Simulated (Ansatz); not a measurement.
Starting cell, CsBr (CsCl type):

```yaml
crystal:
  lattice:
    - [8.64696, 0.00000, 0.00000]
    - [0.00000, 4.32348, 0.00000]
    - [0.00000, 0.00000, 4.32348]
  atoms:
    - { symbol: Cs, position: [0.00000, 0.00000, 0.00000] }
    - { symbol: Cs, position: [0.50000, 0.00000, 0.00000] }
    - { symbol: Br, position: [0.25000, 0.50000, 0.50000] }
    - { symbol: Br, position: [0.75000, 0.50000, 0.50000] }
```

In each cell atom 4 (Br, nearest neighbour Cs at 3.744 Å; its periodic images, 4.3 Å or more away, move with it) moves by s·(0.707, 0.707, 0.000) (along Cartesian [110]), the rest being held.

Level of theory: r2SCAN (plane waves to 500 eV, PAW, scalar-relativistic; Ansatz, a quantum-chemistry and plane-wave program). k mesh 3×6×6 (Γ-centred), Fermi-Dirac smearing 0.05 eV. Energies are smeared free energies. CsBr was relaxed with its symmetry unable to fall. The zero of ΔE is the undisplaced structure.

```json
[
 {"s (Å)": "-0.750", "ΔE (meV/cell)": "473"},
 {"s (Å)": "-0.600", "ΔE (meV/cell)": "278"},
 {"s (Å)": "-0.450", "ΔE (meV/cell)": "146"},
 {"s (Å)": "-0.300", "ΔE (meV/cell)": "61"},
 {"s (Å)": "-0.150", "ΔE (meV/cell)": "15"},
 {"s (Å)": "0.000", "ΔE (meV/cell)": "0"},
 {"s (Å)": "0.150", "ΔE (meV/cell)": "15"},
 {"s (Å)": "0.300", "ΔE (meV/cell)": "61"},
 {"s (Å)": "0.450", "ΔE (meV/cell)": "146"},
 {"s (Å)": "0.600", "ΔE (meV/cell)": "278"},
 {"s (Å)": "0.750", "ΔE (meV/cell)": "473"}
]
```

What force constant k = d²E/ds² at s = 0 does the table give?

1.3 eV/Å². It is the second difference of the nearest points, corrected with the next pair.

With k = 1.31 eV/Å² from the forces, is the well harmonic out to s = 0.750 Å?

½ks² = 367 meV/cell against the computed 473 meV/cell, so the well is stiffer than harmonic there.

(A displaced cell: forces are minus the slopes of the energy, force constants its curvatures, and phonons follow from these.)
